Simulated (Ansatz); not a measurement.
Crystal: Ga.

```
CELL_PARAMETERS angstrom
2.71648 0.00000 0.00000
0.00000 2.71648 0.00000
0.00000 0.00000 2.71648
ATOMIC_POSITIONS crystal
Ga 0.00000 0.00000 0.00000
```

The cell was built by a generator and needn't be a form met in nature.

- Program: Ansatz 0.2.0
- Task: relaxation of cell and atoms
- Functional: RPBE
- Dispersion: D3(BJ)
- Potentials or basis: Ansatz PAW
- Cutoff: 420 eV (not typed: the program's choice for these potentials)
- k mesh: 10 × 10 × 10
- Occupations: fermi-dirac, width 0.05 eV
- Spin: no spin polarisation

At the start: volume 20.05 Å³/atom.

Q: How do energy, volume and symmetry change on relaxing?

A: It ends after 6 steps and the volume is 15.74 Å³/atom (-21.5 %); space group Pm-3m (No. 221, to 0.05 Å).

Step by step:
```csv
step,energy change (eV),largest force (eV/Å),volume (Å³)
1,0.0000,0.0000,20.05
2,-0.1857,0.0000,17.25
3,-0.2066,0.0000,14.89
4,-0.2219,0.0000,15.77
5,-0.2219,0.0000,15.74
6,-0.2204,0.0000,15.74
```

Final structure:
```
Ga
1.0
     2.50634    0.00000    0.00000
     0.00000    2.50634    0.00000
     0.00000    0.00000    2.50634
Ga
1
Direct
  0.00000 0.00000 0.00000
```

Caveat: the volume moved by over 15 % at a fixed basis, so the end points are rough; the plane-wave basis is chosen anew once the cell has moved, so the energies of steps on either side of that aren't comparable; pairwise dispersion overbinds metals, which lowers pressure and volume; the PAW data sets come from PBE, with cores solved anew for the run's functional, which leaves a small shift of forces and pressure.
